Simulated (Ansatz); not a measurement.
**Au under changes of volume**

One of the cells (16.855 Å³/atom); the others are scaled copies at fixed shape and fractional positions:

```
Au
1.0
     0.00000    2.03500    2.03500
     2.03500    0.00000    2.03500
     2.03500    2.03500    0.00000
Au
1
Direct
  0.00000 0.00000 0.00000
```

```yaml
Program: Ansatz 0.2.0
Functional: LDA
Potentials_or_basis: Ansatz PAW
Cutoff: "420 eV (not typed: the program's choice for these potentials)"
k_mesh: 11 × 11 × 11
Occupations: fermi-dirac, width 0.05 eV
Spin: spin-orbit coupling, no magnetisation
```

```tsv
volume (Å³/atom)	energy over the lowest point (meV/atom)	pressure (GPa)
15.843	15.00	8.3
16.181	?	?
16.518	0.00	-0.8
16.855	5.57	-4.5
17.192	18.46	-7.8
17.529	37.74	-10.6
17.866	62.60	-13.1
```

Task: What does the run at 16.181 Å³/atom give?

Result: Energy over the lowest point 2.76 meV/atom; pressure 3.4 GPa.

Worked out: A Birch-Murnaghan fit of order 3 (a polynomial in V^(-2/3)) to the other rows has its minimum at 16.45 Å³/atom with B0 = V·E''(V) = 198 GPa and B' = 5.4. It gives 2.73 meV/atom at 16.181 Å³/atom, against the run's 2.76, and -dE/dV = 3.5 GPa, against 3.4.

Energies are extrapolated to zero smearing.

Caveats: the PAW data sets come from PBE, with cores solved anew for the run's functional, which leaves a small shift of forces and pressure.
